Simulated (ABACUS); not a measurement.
Si:

```xyz
2
Lattice="0.0000 2.7219 2.7219 2.7219 0.0000 2.7219 2.7219 2.7219 0.0000" Properties=species:S:1:pos:R:3 pbc="T T T"
Si    2.7219    2.7219    2.7219
Si    4.0828    4.0828    4.0828
```

Program: ABACUS 3.10.1. Alike in all runs: task single point; potentials or basis SG15 ONCV 1.2 PBE, DZP LCAO (the cutoffs set its grid); no spin polarisation; cell as given; k mesh 4 × 4 × 4; cutoff (eV) 1361; smearing fermi-dirac 0.05 eV; the mesh is coarse, so values aren't converged.

**Question.** Order these runs on this cell by their band gap on the k mesh, lowest first.
A. level PBE0-type (share 0.4); share of exact exchange 0.4; range of the exchange potential (exx_ccp_rmesh_times) 2.5
B. level HSE-type (share 0.4, screening 0.11/bohr); share of exact exchange 0.4; screening of the exchange 0.11 1/bohr
C. level HSE-type (share 0.25, screening 0.11/bohr); share of exact exchange 0.25; screening of the exchange 0.11 1/bohr
D. level PBE0-type (share 0.25); share of exact exchange 0.25; range of the exchange potential (exx_ccp_rmesh_times) 2.5
E. level HSE-type (share 0.1, screening 0.11/bohr); share of exact exchange 0.1; screening of the exchange 0.11 1/bohr

**Answer.** E (1.04 eV), C (1.44 eV), B (1.86 eV), D (2.13 eV), A (2.97 eV).

Caveats: all runs use coarse meshes; the atomic orbitals were generated for these runs and aren't a published set; gaps of hybrids in this basis differ from plane-wave ones by up to 0.1 eV; the basis of atomic orbitals isn't converged, which shifts pressures, moduli and gaps.

A k mesh can miss the band edges.
